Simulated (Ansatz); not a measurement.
**Equation of state of NaF**

```xyz
2
Lattice="0.0000 2.3233 2.3233 2.3233 0.0000 2.3233 2.3233 2.3233 0.0000" Properties=species:S:1:pos:R:3 pbc="T T T"
Na    0.0000    0.0000    0.0000
F     2.3233    2.3233    2.3233
```

Conventional cell: a = 4.647 Å, b = 4.647 Å, c = 4.647 Å, α = 90.00°, β = 90.00°, γ = 90.00°. Around Na (atom 1) lie 6 F at 2.32 Å. F (atom 2) is surrounded by 6 Na at 2.32 Å.

The cell comes from COD entry 9007459, which wasn't checked; take it as a given geometry.

Methods: DFT, LDA, all-electron LAPW, scalar-relativistic (Ansatz 0.2.0); DFT, LDA, PAW with Ansatz's default frozen-core files, scalar-relativistic (Ansatz 0.2.0).

For LAPW: a Γ-centred 10×10×10 k mesh, Fermi–Dirac smearing of 0.02 eV, basis error target 0.5 meV/atom, no spin polarisation. PAW takes a cutoff of 420 eV at this cell (files made with PBE, cores remade for this functional). The Ansatz runs share mesh, smearing and spin set-up. Plane-wave (PAW) pressures include the program's estimate of the Pulay term.

The cell above is scaled evenly, with fractional coordinates and shape held.

```csv
V/V(cell),V (Å³/atom),"P, LAPW (GPa)","P, PAW (GPa)","gap on the k mesh, LAPW (eV)"
0.9400,11.788,-1.81,-1.85,6.26
0.9600,12.039,-2.86,-2.90,6.14
0.9800,12.290,-3.79,-3.82,6.03
0.9900,12.415,-4.21,-4.24,5.98
1.0000,12.541,-4.61,-4.64,5.92
1.0100,12.666,-4.98,-5.01,5.87
1.0200,12.791,-5.33,-5.35,5.82
1.0400,13.042,-5.96,-5.98,5.72
1.0600,13.293,?,?,?
```

Question: Fill in the row V/V(cell) = 1.0600.

Answer: P, LAPW (GPa) = -6.52, P, PAW (GPa) = -6.54, gap on the k mesh, LAPW (eV) = 5.63.
